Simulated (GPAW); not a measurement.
# AlN (F-43m) in GPAW: settings compared, part 2 of 2

GPAW 26.7.0. The steps go on from the part before.

## 4. One-shot levels of the hybrid HSE06, LDA

File run.py:

```python
import numpy as np
from ase.dft.bandgap import bandgap
from ase.io import write
from ase.spacegroup import crystal
from ase.units import GPa
from gpaw import GPAW, PW
from gpaw.hybrids import NonSelfConsistentHybridXCCalculator
from gpaw.hybrids.energy import non_self_consistent_energy

# Al 4a
# N 4d
atoms = crystal(['Al', 'N'],
                basis=[[0.0, 0.0, 0.0],
                       [0.25, 0.25, 0.75]],
                spacegroup=216, setting=1,  # F-43m
                cellpar=[4.36798712, 4.36798712, 4.36798712, 90.0, 90.0, 90.0],
                primitive_cell=True)

calc = GPAW(mode=PW(600),
            xc='LDA',
            kpts={'size': (6, 6, 6), 'gamma': True},
            occupations={'name': 'fermi-dirac', 'width': 0.05},
            nbands=13,
            convergence={'density': 1e-05, 'energy': 1e-05, 'bands': 9, 'eigenstates': 1e-07},
            maxiter=150,
            txt='gpaw.txt')
atoms.calc = calc
energy = atoms.get_potential_energy()
forces = atoms.get_forces()
stress = atoms.get_stress()
calc.write('gs.gpw')
write('result.traj', atoms)
print(f'Energy: {energy:.6f} eV')
print('Forces (eV/A):')
print(forces.round(4))
print('Stress (GPa):', (stress / GPa).round(3))
print('Fermi level:', round(calc.get_fermi_level(), 4), 'eV')
print(f'Gap: {bandgap(calc)[0]:.4f} eV, direct: {bandgap(calc, direct=True)[0]:.4f} eV')

for xc in ['HSE06', 'HSE03', 'YS-PBE0']:
    e = non_self_consistent_energy(calc, xc).sum()
    print(f'{xc} energy on these orbitals: {e:.6f} eV')
    nsc = NonSelfConsistentHybridXCCalculator.from_dft_calculation(
        calc.dft, xc, log=f'levels-{xc}.txt')
    dft_skn, hyb_skn = nsc.calculate(calc.dft.ibzwfs, 0, 9)
    np.savetxt(f'levels-{xc}.dat', hyb_skn.reshape((-1, hyb_skn.shape[-1])), fmt='%.4f')
```

Potentials or basis: the program's PAW data sets (release 1.2.1) made for this functional, pw.

Started as:

```bash
OMP_NUM_THREADS=1 python run.py
```

gpaw.txt:

```text
__  _  _
 | _ |_)|_||  |
 |__||  | ||/\| - 26.7.0

Input parameters:
  mode=PW(ecut=600.0),
  convergence={'density': 1e-05, 'energy': 1e-05, 'bands': 9, 'eigenstates': 1e-07},
  kpts=MonkhorstPack(size=(6, 6, 6), gamma=True),
  maxiter=150,
  nbands=13,
  occupations=Occupations(name='fermi-dirac', width=0.05),
  xc=XC(name='LDA')

Diagonalizing LCAO Hamiltonian
Converting LCAO to pw mode

                 N

       Al

Atoms  # Å, Bohr magnetons
|   | symbol |        x |        y |        z |    initial magnetic moments |
|---|--------|----------|----------|----------|-----------------------------|
| 0 |     Al | 0.000000 | 0.000000 | 0.000000 | ( 0.0000,  0.0000,  0.0000) |
| 1 |      N | 3.275990 | 3.275990 | 3.275990 | ( 0.0000,  0.0000,  0.0000) |

Unit cell  # Å
| periodic |        x |        y |        z |  lengths |    angles |
|----------|----------|----------|----------|----------|-----------|
[... 183 lines left out ...]
  External:          0.000000
  Xc:              -18.694931
  Entropy:          -0.000000
  Spinorbit:         0.000000
  ----------------------------
  Free energy:     -16.204515
  Extrapolated:    -16.204515

dipole moment: (-6.278737, -6.278737, -6.278737)  # |e|*Ang

Fermi level: 6.678
Eigenvalues  # (at kpt = [0.000, 0.000, 0.000])
| band index |      eig [eV] | occ [0-2] |
|------------|---------------|-----------|
|          0 |        -9.155 |     2.000 |
|          1 |         5.695 |     2.000 |
|          2 |         5.695 |     2.000 |
|          3 |         5.695 |     2.000 |
|          4 |         9.944 |     0.000 |
|          5 |        18.050 |     0.000 |
|          6 |        18.050 |     0.000 |
|          7 |        18.050 |     0.000 |
|          8 |        23.255 |     0.000 |
|          9 |        23.255 |     0.000 |
|         10 |        24.688 |     0.000 |
|         11 |        24.688 |     0.000 |
|         12 |        24.688 |     0.000 |

Gap: 3.234 eV
Transition (v -> c):
  (s=0, k=0, n=3, [0.00, 0.00, 0.00]) -> (s=0, k=12, n=4, [0.50, 0.50, 0.00])
Direct/indirect transitions are different
Direct gap: 4.249 eV
Transition at: (s=0, k=0, n=3, [0.00, 0.00, 0.00])

Forces  # eV/Ang
|       x |       y |       z |
|---------|---------|---------|
| 0.00000 | 0.00000 | 0.00000 |  # Al   0
| 0.00000 | 0.00000 | 0.00000 |  # N    1

Stress tensor  # eV/Ang^3
|        x |        y |        z |
|----------|----------|----------|
| 0.060135 | 0.000000 | 0.000000 |
| 0.000000 | 0.060135 | 0.000000 |
| 0.000000 | 0.000000 | 0.060135 |

# Writing to gs.gpw (mode='')
```

Run time: 4.6 min. Hardware: 1 thread of Arm Neoverse V1, shared host; peak memory 0.3 GiB.

What came out:

```
Free energy                            : -16.2045 eV
Pressure                               : -9.6 GPa
Band gap on the k mesh                 : 3.23 eV, indirect (least direct gap 4.25 eV)
Band gap of the one-shot hybrid        : 4.73 eV
Direct band gap of the one-shot hybrid : 5.62 eV
```

Band gaps from one-shot exact exchange on these states (eV): hse06 4.73, hse03 4.83, ys_pbe0 5.60

Caveat: the k mesh is coarse; the cutoff is short for stress and forces, so pressures can be off by a GPa or more; energy and the plain gap are those of the semilocal run; the hybrids' values are one shot on its orbitals and mesh. A k mesh can miss the band edges.

## 5. Band structure, LDA

File run.py:

```python
import spglib
from ase import Atoms
from ase.dft.bandgap import bandgap
from ase.io import read, write
from ase.units import GPa
from gpaw import GPAW, PW, setup_paths

setup_paths.insert(0, '.')

atoms = read('AlN.cif')
cell, positions, numbers = spglib.find_primitive(
    (atoms.cell[:], atoms.get_scaled_positions(), atoms.numbers), symprec=1e-4)
atoms = Atoms(numbers, cell=cell, scaled_positions=positions, pbc=True)

calc = GPAW(mode=PW(800),
            xc='LDA',
            kpts={'size': (10, 10, 10), 'gamma': True},
            occupations={'name': 'fermi-dirac', 'width': 0.05},
            setups={'Al': 'jth', 'N': 'jth'},
            nbands=-7,
            convergence={'density': 1e-05, 'energy': 1e-05},
            maxiter=150,
            txt='gpaw.txt')
atoms.calc = calc
energy = atoms.get_potential_energy()
forces = atoms.get_forces()
stress = atoms.get_stress()
calc.write('gs.gpw')
write('result.traj', atoms)
print(f'Energy: {energy:.6f} eV')
print('Forces (eV/A):')
print(forces.round(4))
print('Stress (GPa):', (stress / GPa).round(3))
print('Fermi level:', round(calc.get_fermi_level(), 4), 'eV')
print(f'Gap: {bandgap(calc)[0]:.4f} eV, direct: {bandgap(calc, direct=True)[0]:.4f} eV')

path = atoms.cell.bandpath('GXWKGLUWLK,UX', npoints=80, eps=1e-4)
bs_calc = calc.fixed_density(kpts=path, symmetry='off', nbands=-15,
                             convergence={'bands': 'CBM+6.0', 'eigenstates': 1e-6}, txt='bands.txt')
bs = bs_calc.band_structure()
bs.write('bs.json')
print(f'Gap on the path: {bandgap(bs_calc)[0]:.4f} eV')
```

File AlN.cif:

```cif
data_AlN
_cell_length_a 4.36798712
_cell_length_b 4.36798712
_cell_length_c 4.36798712
_cell_angle_alpha 90.00000000
_cell_angle_beta 90.00000000
_cell_angle_gamma 90.00000000
_space_group_name_H-M_alt 'F-43m'
_space_group_name_Hall 'F -4 2 3'
_space_group_IT_number 216
loop_
_space_group_symop_operation_xyz
'x,y,z'
'y,-x,-z'
'-x,-y,z'
'-y,x,-z'
'x,-y,-z'
'y,x,z'
'-x,y,-z'
'-y,-x,z'
'z,x,y'
'-z,y,-x'
'z,-x,-y'
'-z,-y,x'
'-z,x,-y'
'z,y,x'
'-z,-x,y'
'z,-y,-x'
'y,z,x'
'-x,-z,y'
'-y,z,-x'
'x,-z,-y'
'-y,-z,x'
'x,z,y'
'y,-z,-x'
'-x,z,-y'
'x,y+1/2,z+1/2'
'y,-x+1/2,-z+1/2'
'-x,-y+1/2,z+1/2'
'-y,x+1/2,-z+1/2'
'x,-y+1/2,-z+1/2'
'y,x+1/2,z+1/2'
'-x,y+1/2,-z+1/2'
'-y,-x+1/2,z+1/2'
'z,x+1/2,y+1/2'
'-z,y+1/2,-x+1/2'
'z,-x+1/2,-y+1/2'
'-z,-y+1/2,x+1/2'
'-z,x+1/2,-y+1/2'
'z,y+1/2,x+1/2'
'-z,-x+1/2,y+1/2'
'z,-y+1/2,-x+1/2'
'y,z+1/2,x+1/2'
'-x,-z+1/2,y+1/2'
'-y,z+1/2,-x+1/2'
'x,-z+1/2,-y+1/2'
'-y,-z+1/2,x+1/2'
'x,z+1/2,y+1/2'
'y,-z+1/2,-x+1/2'
'-x,z+1/2,-y+1/2'
'x+1/2,y,z+1/2'
'y+1/2,-x,-z+1/2'
'-x+1/2,-y,z+1/2'
'-y+1/2,x,-z+1/2'
'x+1/2,-y,-z+1/2'
'y+1/2,x,z+1/2'
'-x+1/2,y,-z+1/2'
'-y+1/2,-x,z+1/2'
'z+1/2,x,y+1/2'
'-z+1/2,y,-x+1/2'
'z+1/2,-x,-y+1/2'
'-z+1/2,-y,x+1/2'
'-z+1/2,x,-y+1/2'
'z+1/2,y,x+1/2'
'-z+1/2,-x,y+1/2'
'z+1/2,-y,-x+1/2'
'y+1/2,z,x+1/2'
'-x+1/2,-z,y+1/2'
'-y+1/2,z,-x+1/2'
'x+1/2,-z,-y+1/2'
'-y+1/2,-z,x+1/2'
'x+1/2,z,y+1/2'
'y+1/2,-z,-x+1/2'
'-x+1/2,z,-y+1/2'
'x+1/2,y+1/2,z'
'y+1/2,-x+1/2,-z'
'-x+1/2,-y+1/2,z'
'-y+1/2,x+1/2,-z'
'x+1/2,-y+1/2,-z'
'y+1/2,x+1/2,z'
'-x+1/2,y+1/2,-z'
'-y+1/2,-x+1/2,z'
'z+1/2,x+1/2,y'
'-z+1/2,y+1/2,-x'
'z+1/2,-x+1/2,-y'
'-z+1/2,-y+1/2,x'
'-z+1/2,x+1/2,-y'
'z+1/2,y+1/2,x'
'-z+1/2,-x+1/2,y'
'z+1/2,-y+1/2,-x'
'y+1/2,z+1/2,x'
'-x+1/2,-z+1/2,y'
'-y+1/2,z+1/2,-x'
'x+1/2,-z+1/2,-y'
'-y+1/2,-z+1/2,x'
'x+1/2,z+1/2,y'
'y+1/2,-z+1/2,-x'
'-x+1/2,z+1/2,-y'
loop_
_atom_site_label
_atom_site_type_symbol
_atom_site_symmetry_multiplicity
_atom_site_Wyckoff_symbol
_atom_site_fract_x
_atom_site_fract_y
_atom_site_fract_z
_atom_site_occupancy
Al1 Al 4 a 0.0000000000 0.0000000000 0.0000000000 1
N1 N 4 d 0.2500000000 0.2500000000 0.7500000000 1
```

Potentials or basis: JTH PAW 2.0, LDA, pw.

Started as:

```bash
OMP_NUM_THREADS=1 python run.py
```

Run time: 28 s. Hardware: 1 thread of Arm Neoverse V1, shared host; peak memory 0.2 GiB.

The run converged. Its results:

```yaml
Free_energy: -16.4089 eV
Pressure: -4.2 GPa
Band_gap_on_the_k_mesh: 3.23 eV, indirect (least direct gap 4.22 eV)
Band_gap_along_the_path: 3.23 eV, indirect (least direct gap 4.22 eV)
```

Levels at the corners of the path, in eV from the valence-band top:
```tsv
point	band 2	band 3	band 4	band 5	band 6
Γ	0.00	0.00	0.00	4.22	12.31
X	-4.97	-1.80	-1.80	3.23	8.39
W	-3.84	-3.48	-2.74	5.97	11.25
K	-4.32	-3.68	-1.39	5.07	9.92
Γ	0.00	0.00	0.00	4.22	12.31
L	-5.92	-0.49	-0.49	7.25	9.77
U	-4.32	-3.68	-1.39	5.07	9.92
W	-3.84	-3.48	-2.74	5.97	11.25
L	-5.92	-0.49	-0.49	7.25	9.77
K	-4.32	-3.68	-1.39	5.07	9.92
U	-4.32	-3.68	-1.39	5.07	9.92
X	-4.97	-1.80	-1.80	3.23	8.39
```

Caveat: the program truncates these outside data sets. Expect the measured gap to be larger: semilocal functionals such as LDA lack the derivative discontinuity.

## 6. Equation of state, BLYP

File run.py:

```python
from ase.eos import EquationOfState
from ase.io import Trajectory, read
from ase.units import GPa
from gpaw import GPAW, PW, setup_paths

setup_paths.insert(0, '.')

atoms = read('AlN.xyz')

traj = Trajectory('eos.traj', 'w')
volumes, energies = [], []
for x in [0.94, 0.96, 0.98, 1.0, 1.02, 1.04, 1.06]:
    a = atoms.copy()
    a.set_cell(atoms.cell * x**(1 / 3), scale_atoms=True)
    calc = GPAW(mode=PW(800),
                xc='BLYP',
                kpts={'size': (10, 10, 10), 'gamma': True},
                occupations={'name': 'fermi-dirac', 'width': 0.05},
                nbands=11,
                convergence={'density': 1e-05, 'energy': 1e-05},
                eigensolver='davidson',
                maxiter=150,
                txt=f'eos-{x:.2f}.txt')
    a.calc = calc
    energies.append(a.get_potential_energy(force_consistent=True))
    volumes.append(a.get_volume())
    p = -a.get_stress()[:3].mean() / GPa
    calc.write(f'eos-{x:.2f}.gpw')
    traj.write(a)
    print(f'{x:.2f} {volumes[-1]:10.4f} A^3 {energies[-1]:14.6f} eV {p:9.3f} GPa', flush=True)

v0, e0, B = EquationOfState(volumes, energies, eos='birchmurnaghan').fit()
print(f'V0 = {v0:.4f} A^3, E0 = {e0:.6f} eV, B0 = {B / GPa:.2f} GPa')
```

File AlN.xyz:

```xyz
2
Lattice="0.0000000000 2.1839935596 2.1839935596 2.1839935596 0.0000000000 2.1839935596 2.1839935596 2.1839935596 0.0000000000" Properties=species:S:1:pos:R:3 pbc="T T T"
Al     0.0000000000      0.0000000000      0.0000000000
N      1.0919967798      1.0919967798      1.0919967798
```

Potentials or basis: PAW data sets generated in the run's folder for this functional, pw.

Started as:

```bash
gpaw-setup -f BLYP Al N
OMP_NUM_THREADS=1 python run.py
```

Wall time 78 s (1 thread of Arm Neoverse V1, shared host); peak memory 0.2 GiB.

It converged, with:

```
Equilibrium volume                      : 10.87 Å³/atom
Bulk modulus                            : 189 GPa
Pressure derivative of the bulk modulus : 4.0 (rough: it moves with the points fitted)
```

Energy against volume, from the lowest point:
```tsv
volume (Å³/atom)	energy (meV/atom)
9.792	74.78
10.001	47.10
10.209	26.15
10.417	11.78
10.626	3.29
10.834	0.00
11.042	1.40
```

## 7. Overview

```csv
task,level,potentials or basis,k mesh,cutoff (eV),eigensolver,hybrids on these orbitals,oneshot functional,band path,band points,gap on the mesh (eV),pressure (GPa),V0 of scaled cells (Å³/atom),B0 (GPa)
equation of state,BLYP+D3(BJ),"PAW data sets generated in the run's folder for this functional, pw",10 × 10 × 10,800,davidson,-,-,-,-,-,-,10.39,207
one-shot levels of the hybrid HSE06,LDA,"the program's PAW data sets (release 1.2.1) made for this functional, pw",6 × 6 × 6,600,-,"["HSE06", "HSE03", "YS-PBE0"]",HSE06,-,-,3.23,-9.6,-,-
band structure,LDA,"JTH PAW 2.0, LDA, pw",10 × 10 × 10,800,-,-,-,"GXWKGLUWLK,UX",80,3.23,-4.2,-,-
equation of state,BLYP,"PAW data sets generated in the run's folder for this functional, pw",10 × 10 × 10,800,davidson,-,-,-,-,-,-,10.87,189
```

Alike in all rows: no spin polarisation; cell as given; smearing fermi-dirac 0.05 eV.

Caveats: the cutoff is short for stress and forces, so pressures can be off by a GPa or more (some runs); energy and the plain gap are those of the semilocal run (some runs); the hybrids' values are one shot on its orbitals and mesh (some runs); the program truncates these outside data sets (some runs).

Total energies depend on the potentials used, so only differences within one code and one set of settings carry meaning.
